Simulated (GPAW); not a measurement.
# SnO in GPAW: the effect of functional

Crystal: SnO.

```
CELL_PARAMETERS angstrom
3.81370 0.00000 0.00000
0.00000 3.81370 0.00000
0.00000 0.00000 4.88691
ATOMIC_POSITIONS crystal
Sn 0.50000 0.00000 0.76463
Sn 0.00000 0.50000 0.23537
O 0.00000 0.00000 0.00000
O 0.50000 0.50000 0.00000
```

The cell is a database's computed one.

Alike in all runs:

| Property | Result |
| --- | --- |
| Program | GPAW 26.7.0 |
| Task | dielectric tensor |
| Cutoff | 550 eV |
| Basis | pw |
| k mesh | 6 × 6 × 5 |
| Occupations | fermi-dirac, width 0.001 eV |
| Spin | no spin polarisation |

Task: One run gave: gap on the mesh 0.16 eV; dielectric constant 7.35 mean. Which functional did it use?
A. AM05
B. PBEsol
C. LDA

Result: A.

```csv
functional,potentials or basis,gap on the mesh (eV),dielectric constant (mean)
LDA,the program's PAW data sets (release 1.2.1) made for this functional,0.23,7.38
AM05,PAW data sets generated in the run's folder for this functional,0.16,7.35
PBEsol,PAW data sets generated in the run's folder for this functional,0.13,7.51
```

Caveats: the gap is small at this level, which inflates the dielectric constant; the long-wavelength limit can be off by a per cent or two; spin-orbit coupling is left out, which moves the levels of the heavy elements; an odd mesh through Γ misses points on the zone boundary, where band edges often lie.

Runs at the PBE level aren't shown here.
